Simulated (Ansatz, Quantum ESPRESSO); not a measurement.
The electronic dielectric constant of CuI, sorted by core time

The structure is cubic, space group F-43m (No. 216). The conventional cell has a = 6.063 Å, b = 6.063 Å, c = 6.063 Å, α = 90.00°, β = 90.00°, γ = 90.00°. Around I (site symmetry -43m) lie 4 Cu at 2.63 Å. Cu (site symmetry -43m) has 4 I at 2.63 Å as nearest neighbours.

| rung | level | program and potentials | cutoff (eV) | k mesh | task | core time | chip | electronic dielectric constant | notes |
| --- | --- | --- | --- | --- | --- | --- | --- | --- | --- |
| GGA + U (6.2 eV) | PBE+U (Cu d U = 6.2 eV, fll (the default)) | Ansatz, Ansatz PAW (files of its older set among them) | 700 | 8 × 8 × 8 | Born charges and dielectric tensor | 3 min | Arm Neoverse V1 | 5.37 | 18 valence electrons an atom on average |
| GGA | PBEsol | Quantum ESPRESSO, GBRV 1.5 PBEsol | 762 | 6 × 6 × 6, shifted | dielectric tensor | 15 min | Intel Xeon Skylake/Cascade Lake | 6.60 | 13 valence electrons an atom on average |
| GGA | PBE | Quantum ESPRESSO, GBRV 1.5 PBE | 762 | 6 × 6 × 6, shifted | dielectric tensor | 15 min | Intel Xeon Skylake/Cascade Lake | (a) | 13 valence electrons an atom on average |
| GGA | WC | Quantum ESPRESSO, GBRV 1.5 PBE | 762 | 6 × 6 × 6, shifted | dielectric tensor | 16 min | Intel Xeon Skylake/Cascade Lake | 6.66 | potentials made for PBE; 13 valence electrons an atom on average |
| LDA | LDA | Quantum ESPRESSO, GBRV 1.5 LDA | 762 | 6 × 6 × 6, shifted | dielectric tensor | 16 min | Intel Xeon Skylake/Cascade Lake | 6.69 | 13 valence electrons an atom on average |
| GGA | BLYP | Quantum ESPRESSO, GBRV 1.5 PBE | 762 | 6 × 6 × 6, shifted | dielectric tensor | 17 min | Intel Xeon Skylake/Cascade Lake | 6.23 | potentials made for PBE; 13 valence electrons an atom on average |

Times are single runs on shared hosts and different chips, so they are rough; meshes, cutoffs and the tasks' sizes weigh on the time. All rows: no spin polarisation. The cell comes from a database and isn't always the measured one. Meshes differ between rows, which moves values too. All levels ran on this one cell, unrelaxed unless noted. Meshes are those of the run's cell of 2 atoms unless a note names another. Ansatz refines the mesh for the field response beyond the one shown. Runs on faulty files, with rough fits or with known faults for this quantity aren't shown. No row holds spin-orbit coupling.

Estimate the value left out from the other rows.

(a) 6.39.
